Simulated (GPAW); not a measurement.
Runs of GPAW 26.7.0 on FeO (Wuestite). It takes space group Fm-3m (No. 225, cubic). Conventional cell: a = 4.311 Å, b = 4.311 Å, c = 4.311 Å, α = 90.00°, β = 90.00°, γ = 90.00°. Fe (site symmetry m-3m) is surrounded by 6 O at 2.16 Å. O (site symmetry m-3m) has 6 Fe at 2.16 Å as nearest neighbours. 

| task | level | potentials or basis | cell | k mesh | smearing | eigensolver | band path | band points | optimizer | fmax | gap on the mesh (eV) | pressure (GPa) | moment (μB) |
| --- | --- | --- | --- | --- | --- | --- | --- | --- | --- | --- | --- | --- | --- |
| band structure | BLYP | PAW data sets generated in the run's folder for this functional, pw | as given | 11 × 11 × 11 | fermi-dirac 0.05 eV | davidson | GXWKGLUWLK,UX | 80 | - | - | - | (a) | 4.00 |
| band structure | r2SCAN | GPAW PAW data sets (gpaw-data 1.2.1), pw | as given | 11 × 11 × 11 | fermi-dirac 0.05 eV | - | GXWKGLUWLK,UX | 100 | - | - | - | -4.8 | 4.00 |
| single point | PBE | GPAW PAW data sets (gpaw-data 1.2.1), pw | as given | 11 × 11 × 11 | gaussian 0.014 eV | - | - | - | - | - | none | 0.8 | 4.00 |
| single point | PBE | GPAW PAW data sets (gpaw-data 1.2.1), pw | as given | 11 × 11 × 11 | gaussian 0.016 eV | - | - | - | - | - | none | 0.8 | 4.00 |
| single point | PBE | GPAW PAW data sets (gpaw-data 1.2.1), pw | as given | 11 × 11 × 11 | gaussian 0.019 eV | - | - | - | - | - | none | 0.8 | 4.00 |
| relaxation of cell and atoms | BLYP | PAW data sets generated in the run's folder for this functional, pw | relaxed | 11 × 11 × 11 | fermi-dirac 0.05 eV | davidson | - | - | FIRE | 0.05 eV/Å | none | 0.6 | 4.00 |
| single point | PBE | GPAW PAW data sets (gpaw-data 1.2.1), pw | as given | 11 × 11 × 11 | gaussian 0.02 eV | - | - | - | - | - | none | 0.8 | 4.00 |
| single point | PBE | GPAW PAW data sets (gpaw-data 1.2.1), pw | as given | 11 × 11 × 11 | gaussian 0.015 eV | - | - | - | - | - | none | 0.8 | 4.00 |
| single point | PBE | GPAW PAW data sets (gpaw-data 1.2.1), pw | as given | 11 × 11 × 11 | gaussian 0.021 eV | - | - | - | - | - | none | 0.8 | 4.00 |
| single point | PBE | GPAW PAW data sets (gpaw-data 1.2.1), pw | as given | 11 × 11 × 11 | gaussian 0.017 eV | - | - | - | - | - | none | 0.8 | 4.00 |

Alike in all rows: spin collinear, ferromagnetic start; cutoff (eV) 800.

Q: Fill in the values left out.

A: (a) 6.2.

Caveats: a cell with one magnetic atom can't hold antiferromagnetic order, which such compounds often take; semilocal functionals often make such compounds metallic where correlation or magnetic order opens a gap, which also shifts bond lengths; the PAW data sets were made with another functional, which shifts forces and pressure a little (some runs); each step starts from the last one's moments, so a moment once lost doesn't come back (some runs); later steps reuse the first step's grids (some runs).

A gap of «none» marks a metal or a gap under the smearing width.
